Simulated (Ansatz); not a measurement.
## Nuclear-site quantities of BaTiO$_{3}$ as the cell is scaled

```xyz
5
Lattice="3.9998 0.0000 0.0000 0.0000 3.9998 0.0000 0.0000 0.0000 4.0180" Properties=species:S:1:pos:R:3 pbc="T T T"
Ba    0.0000    0.0000    0.0000
Ti    1.9999    1.9999    2.0090
O     1.9999    1.9999    0.0000
O     1.9999    0.0000    2.0090
O     0.0000    1.9999    2.0090
```

Atoms are numbered in the order listed.

The conventional cell has a = 4.000 Å, b = 4.000 Å, c = 4.018 Å, α = 90.00°, β = 90.00°, γ = 90.00°. Ba (atom 1) has 12 O at 2.83 Å as nearest neighbours. Around Ti (atom 2) lie 6 O at 2.00 to 2.01 Å. O (atom 3) is surrounded by 2 Ti at 2.01 Å. O (atom 4) is surrounded by 2 Ti at 2.00 Å.

The cell is COD entry 2100860, as deposited and not checked against the literature; nothing was relaxed.

Spin–orbit coupling is left out, though it moves levels of the heavy atoms by tenths of an eV or more.

All numbers below come from DFT, PBE, all-electron PAW with datasets made for the crystal, scalar-relativistic (Ansatz 0.2.0).

Settings: a Γ-centred 7×7×7 k mesh, Fermi–Dirac smearing of 0.03 eV, cutoff 540 eV (chosen by the program for this cell), no spin polarisation.

The contact density is the mean electron density over the nuclear volume; its changes follow the s electrons' response to bonding and compression. Changes below are taken from the unscaled cell, where it is 2.0651e+06 e/Å³ at Ba1, 56838.4 e/Å³ at Ti2, 2157.94 e/Å³ at O3, 2157.95 e/Å³ at O4.

Volumes at which the program chose other datasets or cutoffs are left out.

```tsv
V/V(cell)	P (GPa)	Δρ(0) Ba1 (e/Å³)	Δρ(0) Ti2 (e/Å³)	Δρ(0) O3 (e/Å³)	Δρ(0) O4 (e/Å³)	Vzz Ba1 (10²¹ V/m²)	Vzz Ti2 (10²¹ V/m²)	Vzz O3 (10²¹ V/m²)	Vzz O4 (10²¹ V/m²)
0.9600	9.3	0.78	?	-0.11	-0.11	0.07	0.43	2.28	2.07
0.9800	5.3	0.38	0.32	-0.06	-0.06	0.07	0.41	2.46	?
0.9900	3.4	0.19	0.17	-0.03	-0.03	0.07	0.41	2.55	?
1.0000	1.7	0.00	0.00	0.00	0.00	0.07	0.40	2.64	2.43
```

Q: What belongs in the row "0.9800", column "Vzz O4 (10²¹ V/m²)"?

A: 2.26.

Q: Fill in "Vzz O4 (10²¹ V/m²)" for the row "0.9900".

A: 2.35.

Q: Fill in "Δρ(0) Ti2 (e/Å³)" for the row "0.9600".

A: 0.66.

The datasets are made afresh for each cell, so very small changes are uncertain. Scalar relativity leaves out the p1/2 density at heavy nuclei.
